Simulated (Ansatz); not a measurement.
# AlRu (Pm-3m), stationary points along a deformation path

All numbers below come from DFT PBE, scalar-relativistic, plane waves, PAW in Ansatz 0.2.0. The runs took a 420 eV cutoff, a Γ-centred 18×18×18 mesh and Gaussian smearing (0.15 eV). No spin polarisation. Energies are free energies at this smearing, counted from the undisturbed cell; pressure is positive in compression.

The undisturbed cell (as given, not relaxed at this level; it stands at 2.6 GPa, and it needn't be the usual structure):

```
CELL_PARAMETERS angstrom
2.99160 0.00000 0.00000
0.00000 2.99160 0.00000
0.00000 0.00000 2.99160
ATOMIC_POSITIONS crystal
Al 0.00000 0.00000 0.00000
Ru 0.50000 0.50000 0.50000
```

At fixed volume and fractional coordinates, lengths along (0.577, 0.577, 0.577) are scaled against those across it; ρ is that ratio over its starting value. V = 13.387 Å³/atom. Δσ is the stress along the axis less the mean stress across it (compression positive).

```csv
ρ,ΔE (meV/atom),Δσ (GPa),space group
0.500,7960.4,611.67,R-3m
0.600,3418.4,312.66,R-3m
0.710,1288.5,156.39,R-3m
0.850,241.5,58.87,R-3m
0.930,42.4,22.12,R-3m
1.000,0.0,0.00,Pm-3m
1.080,38.1,-16.74,R-3m
1.200,180.5,-29.53,R-3m
1.410,469.8,-33.80,R-3m
1.700,811.8,-27.97,R-3m
2.000,948.1,0.00,Fm-3m
```

How does the stress give the slope of the energy, and where is the energy stationary?

Along the path d ln(length) is 2/3 d ln ρ on the axis and −1/3 d ln ρ across it, so dE/d ln ρ = −(2/3) V Δσ: the energy falls with ρ where Δσ is positive. Δσ vanishes or changes sign at ρ = 1.000 (Pm-3m), a minimum at 0.0 meV/atom; at ρ = 2.000 (Fm-3m, an end of the scan), at 948.1 meV/atom. Pairs of stationary points between two samples would go unseen, and could change a minimum read from distant neighbours into a maximum. At ρ = 1.000, 2.000 the cell is cubic, where symmetry alone makes the stress isotropic and the slope zero.

Which shear constant sets the curvature at ρ = 1?

For a cubic crystal E/V = (2/3) C (ln ρ)² with C = C44, so Δσ = −2C ln ρ. The parabola of Δσ against ln ρ through ρ = 0.930, 1 and 1.080 gives C ≈ 131 GPa with the ions clamped, rough because the steps are large. It is the stress–strain coefficient at this cell's pressure of 2.6 GPa, not the zero-pressure constant.

In a metal these slopes depend on the k mesh and the smearing.